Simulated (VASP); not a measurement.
# AlN (P6_3mc) in VASP: further runs

One crystal, AlN, is run at these levels: PBE; tasks: relaxation of cell and atoms.

All numbers are computed with VASP 6.6.1; they aren't measurements. Logs are shortened: lines on timing, memory, paths and dates and some standing lists are left out, and cuts for length are marked.

**1. The structure**

It takes space group P6_3mc (No. 186, hexagonal). Conventional cell: a = 3.113 Å, b = 3.113 Å, c = 4.981 Å, α = 90.00°, β = 90.00°, γ = 120.00°. Al (site symmetry 3m) has 4 N at 1.89 Å as nearest neighbours. Around N (site symmetry 3m) lie 4 Al at 1.89 Å.

**2. Relaxation of cell and atoms, PBE**

INCAR reads:

```
PREC = Accurate
ENCUT = 520
EDIFF = 1E-7
ISMEAR = 0
SIGMA = 0.02
LREAL = F
LASPH = T
NELM = 100
ALGO = Fast
ISIF = 3
LWAVE = F
LCHARG = F
GGA = PE
IBRION = 2
NSW = 80
EDIFFG = -0.002
```

KPOINTS reads:

```
Automatic mesh
0
Gamma
  3 3 1
```

POSCAR reads:

```
AlN
1.0
    3.1130000000      0.0000000000      0.0000000000
   -1.5565000000      2.6959370800      0.0000000000
    0.0000000000      0.0000000000      4.9810000000
Al N
2 2
Direct
    0.3333333300      0.6666666700      0.0000000000
    0.6666666700      0.3333333300      0.5000000000
    0.3333333300      0.6666666700      0.3800000000
    0.6666666700      0.3333333300      0.8800000000
```

Potentials or basis: VASP PAW PBE potentials, release 64 (Al, N).

Run with:

```
$ cat potpaw_PBE.64/Al/POTCAR potpaw_PBE.64/N/POTCAR > POTCAR
$ mpirun -np 4 vasp_std > vasp.out
```

OUTCAR:

```text
PREC = Accurate
   ENCUT = 520
   EDIFF = 1E-7
   ISMEAR = 0
   LREAL = F
   LASPH = T
   NELM = 100
   ISIF = 3
   GGA = PE
   IBRION = 2
   NSW = 80
   EDIFFG = -0.002

 ion  position               nearest neighbor table
   1  0.333  0.667  0.000-   3 1.89   4 1.89   4 1.89   4 1.89   2 3.07   2 3.07   2 3.07   2 3.07
                             2 3.07   2 3.07
   2  0.667  0.333  0.500-   4 1.89   3 1.89   3 1.89   3 1.89   1 3.07   1 3.07   1 3.07   1 3.07
                             1 3.07   1 3.07
   3  0.333  0.667  0.380-   1 1.89   2 1.89   2 1.89   2 1.89
   4  0.667  0.333  0.880-   2 1.89   1 1.89   1 1.89   1 1.89

  LATTYP: Found a hexagonal cell.
 ALAT       =     3.1130000000
 C/A-ratio  =     1.6000642467

  Lattice vectors:

 A1 = (   3.1130000000,   0.0000000000,   0.0000000000)
 A2 = (  -1.5565000000,   2.6959370800,   0.0000000000)
 A3 = (   0.0000000000,   0.0000000000,   4.9810000000)

Analysis of symmetry for initial positions (statically):
=====================================================================
 Subroutine PRICEL returns:
 Original cell was already a primitive cell.

 Routine SETGRP: Setting up the symmetry group for a
 hexagonal supercell.

 Subroutine GETGRP returns: Found 12 space group operations
 (whereof  6 operations were pure point group operations)
 out of a pool of 24 trial point group operations.

The static configuration has the point symmetry C_3v.
 The point group associated with its full space group is C_6v.

Analysis of symmetry for dynamics (positions and initial velocities):
=====================================================================
 Subroutine PRICEL returns:
 Original cell was already a primitive cell.

 Routine SETGRP: Setting up the symmetry group for a
 hexagonal supercell.

 Subroutine GETGRP returns: Found 12 space group operations
 (whereof  6 operations were pure point group operations)
 out of a pool of 24 trial point group operations.

The dynamic configuration has the point symmetry C_3v.
 The point group associated with its full space group is C_6v.

 Subroutine INISYM returns: Found 12 space group operations
 (whereof  6 operations are pure point group operations),
 and found     1 'primitive' translations

----------------------------------------------------------------------------------------

                                     Primitive cell

  volume of cell :      41.8028

  direct lattice vectors                    reciprocal lattice vectors
     3.113000000  0.000000000  0.000000000     0.321233537  0.185464269  0.000000000
    -1.556500000  2.695937080  0.000000000     0.000000000  0.370928538  0.000000000
     0.000000000  0.000000000  4.981000000     0.000000000  0.000000000  0.200762899

  length of vectors
     3.113000000  3.112999998  4.981000000     0.370928538  0.370928538  0.200762899

  position of ions in fractional coordinates (direct lattice)
     0.333333330  0.666666670  0.000000000
     0.666666670  0.333333330  0.500000000
     0.333333330  0.666666670  0.380000000
     0.666666670  0.333333330  0.880000000

  ion indices of the primitive-cell ions
   primitive index   ion index
                 1           1
                 2           2
                 3           3
                 4           4

----------------------------------------------------------------------------------------

 KPOINTS: Automatic mesh

Automatic generation of k-mesh.
 Grid dimensions read from file:
 generate k-points for:    3    3    1

 Generating k-lattice:

  Cartesian coordinates                     Fractional coordinates (reciprocal lattice)
     0.107077846  0.061821423  0.000000000     0.333333333 -0.000000000  0.000000000
     0.000000000  0.123642846  0.000000000     0.000000000  0.333333333  0.000000000
     0.000000000  0.000000000  0.200762899     0.000000000  0.000000000  1.000000000

  Length of vectors
     0.123642846  0.123642846  0.200762899

  Shift w.r.t. Gamma in fractional coordinates (k-lattice)
     0.000000000  0.000000000  0.000000000

 Subroutine IBZKPT returns following result:
 ===========================================

 Found      3 irreducible k-points:

 Following reciprocal coordinates:
            Coordinates               Weight
  0.000000  0.000000  0.000000      1.000000
  0.333333  0.000000  0.000000      6.000000
  0.333333  0.333333  0.000000      2.000000
   k-points           NKPTS =      3   k-points in BZ     NKDIM =      3   number of bands    NBANDS=     12
   number of dos      NEDOS =    301   number of ions     NIONS =      4
   total plane-waves  NPLWV =  23040
   dimension x,y,z NGX =    24 NGY =   24 NGZ =   40
   dimension x,y,z NGXF=    48 NGYF=   48 NGZF=   80
   ions per type =               2   2
   NGX,Y,Z   is equivalent  to a cutoff of  12.82, 12.82, 13.35 a.u.
   NGXF,Y,Z  is equivalent  to a cutoff of  25.63, 25.63, 26.70 a.u.
 SYSTEM =  unknown system
   PREC   = accura    normal or accurate (medium, high low for compatibility)
   ISTART =      0    job   : 0-new  1-cont  2-samecut
   ICHARG =      2    charge: 1-file 2-atom 10-const
   ISPIN  =      1    spin polarized calculation?
   LNONCOLLINEAR =      F non collinear calculations
   LSORBIT =      F    spin-orbit coupling
   LASPH  =      T    aspherical Exc in radial PAW
   ENCUT  =  520.0 eV  38.22 Ry    6.18 a.u.   5.79  5.79  9.26*2*pi/ulx,y,z
   NELM   =    100;   NELMIN=  2; NELMDL= -5     # of ELM steps
   EDIFF  = 0.1E-06   stopping-criterion for ELM
   LREAL  =      F    real-space projection
   EDIFFG = -.2E-02   stopping-criterion for IOM
   NSW    =     80    number of steps for IOM
   IBRION =      2    ionic relax: 0-MD 1-quasi-New 2-CG
   NFREE  =      1    steps in history (QN), initial steepest desc. (CG)
   ISIF   =      3    stress and relaxation
   ISYM   =      2    0-nonsym 1-usesym 2-fastsym
   POTIM  = 0.5000    time-step for ionic-motion
   TEBEG  =    0.0;   TEEND  =   0.0 temperature during run
   PSTRESS=    0.0 pullay stress
   NELECT =      16.0000    total number of electrons
   NUPDOWN=      -1.0000    fix difference up-down
   EMIN   =  10.00;   EMAX   =-10.00  energy-range for DOS
   EFERMI =   0.00;   METHOD = LEGACY
   ISMEAR =     0;   SIGMA  =   0.02  broadening in eV -4-tet -1-fermi 0-gaus
   EFERMI_NEDOS =   21; number of points for ismear=-14 and -15
   IALGO  =     68    algorithm
   IMIX   =      4    mixing-type and parameters
     AMIX     =   0.40;   BMIX     =  1.00
     AMIX_MAG =   1.60;   BMIX_MAG =  1.00
  volume/ion in A,a.u.               =      10.45        70.52
  Fermi-wavevector in a.u.,A,eV,Ry     =   1.188629  2.246183 19.222843  1.412839
  Thomas-Fermi vector in A             =   2.324754
   LORBIT       =      0    0 simple, 1 ext, 2 COOP (PROOUT), +10 PAW based schemes
   GGA     = PE    functional components
   LHFCALC =     F    Hartree Fock is set to
   AEXX    =    0.0000 exact exchange contribution
   IVDW    =     0    specifies the selected vdW correction
   LEPSILON=     F    determine dielectric tensor
   LRPA    =     F    only Hartree local field effects (RPA)
 conjugate gradient relaxation of ions
 non-spin polarized calculation
 RMM-DIIS sequential band-by-band and
 Gauss-broadening in eV      SIGMA  =   0.02
  energy-cutoff  :      520.00
  volume of cell :       41.80
 maximum number of plane-waves:      1152
 NGX is ok and might be reduce to    24
   NGX = 11   NGY = 11   NGZ = 19

--------------------------------------- Ionic step        1  -------------------------------------------

 number of electron      15.9999997 magnetization

 Free energy of the ion-electron system (eV)
  ---------------------------------------------------
  ext. energy  EPLUGINS =         0.00000000
  ---------------------------------------------------
  free energy    TOTEN  =       -29.79408129 eV

  energy without entropy =      -29.79408129  energy(sigma->0) =      -29.79408129

------------------------ aborting loop because EDIFF is reached ----------------------------------------

  FORCE on cell =-STRESS in cart. coord.  units (eV):
  Direction    XX          YY          ZZ          XY          YZ          ZX
  --------------------------------------------------------------------------------------
  -------------------------------------------------------------------------------------
  Total        1.3160579      1.3160579      0.1155748      0.0000000      0.0000000      0.0000000
  in kB       50.4405899     50.4405898      4.4296400      0.0000000      0.0000000      0.0000000
  external PRESSURE =      35.1036066 kB  Pullay stress =       0.0000000 kB
[... 213 lines left out ...]
  energy  without entropy=      -29.8174331158  energy(sigma->0) =      -29.81743312

--------------------------------------- Ionic step        7  -------------------------------------------

 number of electron      16.0000000 magnetization

 Free energy of the ion-electron system (eV)
  ---------------------------------------------------
  ext. energy  EPLUGINS =         0.00000000
  ---------------------------------------------------
  free energy    TOTEN  =       -29.81747086 eV

  energy without entropy =      -29.81747086  energy(sigma->0) =      -29.81747086

 E-fermi :   6.2730     XC(G=0): -10.8285

 val. band max:        6.1853381114   @ k =   0.0000   0.0000   0.0000
 cond. band min:      10.1022191261   @ k =   0.0000   0.0000   0.0000
 fundamental gap:      3.9168810147
 Fermi energy:         6.2730089916

 k-point     1 :       0.0000    0.0000    0.0000
  band No.  band energies     occupation
      1      -9.0758      2.00000
      2      -6.8840      2.00000
      3       0.1887      2.00000
      4       5.0377      2.00000
      5       5.0377      2.00000
      6       5.7496      2.00000
      7       5.7496      2.00000
      8       6.1853      2.00000
      9      10.1022      0.00000
     10      12.3443      0.00000
     11      16.6843      0.00000
     12      16.8257      0.00000

 k-point     2 :       0.3333    0.0000    0.0000
  band No.  band energies     occupation
      1      -7.8798      2.00000
      2      -6.4328      2.00000
      3       1.5371      2.00000
      4       1.6986      2.00000
      5       2.7462      2.00000
      6       4.0754      2.00000
      7       5.2368      2.00000
      8       5.4495      2.00000
      9      12.1211      0.00000
     10      12.7706      0.00000
     11      13.8677      0.00000
     12      16.1152      0.00000

 k-point     3 :       0.3333    0.3333    0.0000
  band No.  band energies     occupation
      1      -6.6549      2.00000
      2      -6.6549      2.00000
      3       1.2245      2.00000
      4       2.2574      2.00000
      5       2.2574      2.00000
      6       3.6628      2.00000
      7       3.6949      2.00000
      8       3.6949      2.00000
      9      11.2211      0.00000
     10      14.2438      0.00000
     11      15.5392      0.00000
     12      15.5392      0.00000
[... 29 lines left out ...]
  FREE ENERGIE OF THE ION-ELECTRON SYSTEM (eV)
  ---------------------------------------------------
  free  energy   TOTEN  =       -29.8174708630 eV

  energy  without entropy=      -29.8174708630  energy(sigma->0) =      -29.81747086

 reached required accuracy - stopping structural energy minimisation
```

It took 7.9 s on 4 MPI ranks of AMD EPYC 7R13 (Zen 3), shared host; peak memory 0.09 GiB.

What came out:

```
Free energy                            : -29.8175 eV
Relaxed volume                         : 10.61 Å³/atom
Relaxed cell                           : a = 3.152 Å, b = 3.152 Å, c = 4.934 Å, α = 90.00°, β = 90.00°, γ = 120.00°
Space group after relaxing (to 0.05 Å) : P6_3mc (No. 186)
Energy gained by relaxing              : 5.8 meV/atom
Ionic steps                            : 7
Pressure after relaxing                : 0.0 GPa
Band gap on the k mesh                 : 3.92 eV, direct
```

The path:
| step | energy change (eV) | largest force (eV/Å) | pressure (GPa) | volume (Å³) |
| --- | --- | --- | --- | --- |
| 1 | 0.0000 | 0.2111 | 3.51 | 41.80 |
| 2 | -0.0136 | 0.0967 | -3.19 | 43.20 |
| 3 | -0.0171 | 0.1325 | -1.18 | 42.76 |
| 4 | -0.0227 | 0.0535 | -0.34 | 42.54 |
| 5 | -0.0234 | 0.0181 | 0.07 | 42.43 |
| 6 | -0.0234 | 0.0190 | -0.05 | 42.46 |
| 7 | -0.0234 | 0.0001 | 0.01 | 42.45 |

Final structure:
```cif
data_structure
_symmetry_space_group_name_H-M 'P 1'
_symmetry_Int_Tables_number 1
_cell_length_a 3.1518
_cell_length_b 3.1518
_cell_length_c 4.9337
_cell_angle_alpha 90.000
_cell_angle_beta 90.000
_cell_angle_gamma 120.000
_cell_volume 42.45
loop_
_atom_site_label
_atom_site_type_symbol
_atom_site_fract_x
_atom_site_fract_y
_atom_site_fract_z
_atom_site_occupancy
Al1 Al 0.33333 0.66667 0.99618 1
Al2 Al 0.66667 0.33333 0.49618 1
N1 N 0.33333 0.66667 0.38382 1
N2 N 0.66667 0.33333 0.88382 1
```

Levels at points of the mesh, in eV from the valence-band top:
| k point | band 5 | band 6 | band 7 | band 8 | band 9 | band 10 | band 11 | band 12 |
| --- | --- | --- | --- | --- | --- | --- | --- | --- |
| (0.00, 0.00, 0.00) | -1.15 | -0.44 | -0.44 | 0.00 | 3.92 | 6.16 | 10.50 | 10.64 |

Caveat: the k mesh is coarse (spacing up to 1.26 Å⁻¹), so the values aren't converged. PBE usually gives volumes a little too large and moduli too small.

**3. Relaxation of cell and atoms, PBE**

This run uses another cell than the first one, of 10.61 Å³/atom, 1.015 times its volume.

INCAR is that of step 2.

KPOINTS is that of step 2.

POSCAR reads:

```
AlN                                     
1.0
    3.1518496445      0.0000000000      0.0000000000
   -1.5759248222      2.7295818590     -0.0000000000
   -0.0000000000      0.0000000000      4.9337085563
  Al              N             
     2     2
Direct
     0.3333333300000021    0.6666666699999979    0.9961769317033140
     0.6666666699999979    0.3333333300000021    0.4961769317033141
     0.3333333300000021    0.6666666699999979    0.3838230682966885
     0.6666666699999979    0.3333333300000021    0.8838230682966886
```

Potentials or basis: VASP PAW PBE potentials, release 64 (Al, N).

Run with:

```
$ cat potpaw_PBE.64/Al/POTCAR potpaw_PBE.64/N/POTCAR > POTCAR
$ mpirun -np 4 vasp_std > vasp.out
```

Run time: 4.5 s. Hardware: 4 MPI ranks of AMD EPYC 7R13 (Zen 3), shared host; peak memory 0.09 GiB.

Results (log left out):

```
Free energy               : -29.8178 eV
Energy gained by relaxing : 0.0 meV/atom
Ionic steps               : 3
Pressure after relaxing   : 0.0 GPa
Band gap on the k mesh    : 3.92 eV, direct
```

Final structure:
```xyz
4
Lattice="3.1519 0.0000 0.0000 -1.5760 2.7297 0.0000 0.0000 0.0000 4.9338" Properties=species:S:1:pos:R:3 pbc="T T T"
Al    0.0000    1.8198    4.9149
Al    1.5760    0.9099    2.4480
N     0.0000    1.8198    1.8937
N     1.5760    0.9099    4.3606
```

Levels at points of the mesh, in eV from the valence-band top:
| k point | band 4 | band 5 | band 6 | band 7 | band 8 | band 9 | band 10 | band 11 | band 12 |
| --- | --- | --- | --- | --- | --- | --- | --- | --- | --- |
| (0.00, 0.00, 0.00) | -1.15 | -1.15 | -0.44 | -0.44 | 0.00 | 3.92 | 6.16 | 10.50 | 10.64 |

Caveat: the k mesh is coarse (spacing up to 1.27 Å⁻¹), so the values aren't converged. As with any semilocal functional, this PBE gap is likely too small.
